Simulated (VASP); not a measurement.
Input of a VASP 6.6.1 run:

File INCAR:

```
SYSTEM = SnO2
PREC = Accurate
ENCUT = 520
EDIFF = 1E-7
ISMEAR = -1
SIGMA = 0.05
LREAL = .False.
LASPH = .True.
NELM = 80
ALGO = Normal
ISIF = 2
LWAVE = .False.
LCHARG = .False.
GGA = PE
NBANDS = 35
```

Contents of KPOINTS:

```
regular mesh
0
Gamma
  9 6 5
  0 0 0
```

Contents of POSCAR:

```
SnO2
1.0
    3.2979466200      0.0136555700     -0.0417034600
   -1.7069329000      1.0952388300      4.5803263300
   -0.0236521500     -5.8032998800     -0.1573554000
Sn O
2 4
Direct
    0.2506078300      0.4982142400      0.7478298800
    0.7495877100      0.4990318200      0.2490244200
    0.8574306600      0.7123027700      0.6198601200
    0.3531726600      0.7140719200      0.1200496800
    0.6463682500      0.2880033500      0.8847257400
    0.1428328900      0.2883759000      0.3785101700
```

Potentials or basis: VASP PAW PBE potentials, release 64 (Sn_d, O).

The run is started by

```sh
$ cat potpaw_PBE.64/Sn_d/POTCAR potpaw_PBE.64/O/POTCAR > POTCAR
$ mpirun -np 1 vasp_std > vasp.out
```

Question: Predict the band gap on the k mesh.

Answer: 1.16 eV.

Question: Estimate the largest force.

Answer: 0.996 eV/Å.

Forces in eV/Å, atoms in the order of the input:
```
Sn  -0.023 -0.324  0.102
Sn  -0.068 -0.036  0.214
O    0.244 -0.507  0.015
O    0.417 -0.430  0.028
O   -0.352  0.911 -0.195
O   -0.217  0.386 -0.163
```

Caveat: spin-orbit coupling is left out, which moves the levels of the heavy elements; an odd mesh through Γ misses points on the zone boundary, where band edges often lie.
